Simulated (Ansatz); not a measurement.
**TaSi2 (P6_422)**

The calculation used DFT PBE, scalar-relativistic, plane waves, PAW in Ansatz 0.2.0.

Cutoff 420 eV; k points 12×12×6 on the computed 9-atom cell (Γ-centred); Gaussian smearing, width 0.10 eV; no spin polarisation.

The structure is relaxed at this level of theory with its symmetry kept, and needn't be the ground state of this composition.

Space group P6_422 (No. 181). a = 4.806 Å, b = 4.806 Å, c = 6.597 Å, α = 90.00°, β = 90.00°, γ = 120.00°
```json
{"atom": "Ta", "site": "3c", "symmetry": "222", "x": "0.5000", "y": "0.0000", "z": "0.0000"}
{"atom": "Si", "site": "6i", "symmetry": "..2", "x": "0.1589", "y": "0.3177", "z": "0.0000"}
```

Problem. Formation energy from the elements' standard states (uncorrected)?

Solution. -0.479 eV/atom.

Problem. Kohn–Sham band gap?

Solution. none (metal).

Problem. Density of states at the Fermi level?

Solution. 3.3 states/eV per cell.

Problem. Orbital (Löwdin) character within 0.5 eV of the Fermi level?

Solution. Ta 5d 68 %, Si 3p 23 %, unprojected 5 %.

Problem. Bader charge by site (e)?

Solution. Ta (3 in the cell) 0.87, Si (6 in the cell) -0.43.

Spin-orbit coupling is left out, which matters for the bands of heavy elements.

It was relaxed from a cell as deposited in COD. Löwdin shares on free-atom orbitals overweight diffuse shells.
